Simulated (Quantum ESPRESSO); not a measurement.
Crystal: Hf.

```
CELL_PARAMETERS angstrom
3.19670 0.00000 0.00000
-1.59835 2.76842 0.00000
0.00000 0.00000 5.05780
ATOMIC_POSITIONS crystal
Hf 0.66667 0.33333 0.75000
Hf 0.33333 0.66667 0.25000
```

Program: Quantum ESPRESSO 7.5. Alike in all runs: no spin polarisation; cell as given; smearing fermi-dirac 0.05 eV.

Task: Order these runs on this cell by their pressure, lowest first.
A. level LDA; potentials or basis JTH 2.0 LDA; k mesh 8 × 8 × 4; cutoff (eV) 490; form of the LDA correlation PW92; k mesh for the Wannier functions 6 × 6 × 3
B. level PBEsol; potentials or basis PseudoDojo 0.4.1 SR PBEsol standard; k mesh 10 × 10 × 5; cutoff (eV) 789
C. level PBE; potentials or basis SSSP 1.3 efficiency PBE; k mesh 10 × 10 × 5; cutoff (eV) 816

Result: A (-7.9 GPa), B (-3.6 GPa), C (0.6 GPa).

Caveats: the cutoff is low for these files, which shifts pressure and relaxed volume (some runs); the Wannier minimisation didn't converge (some runs).

Not every run made on this cell is shown here.
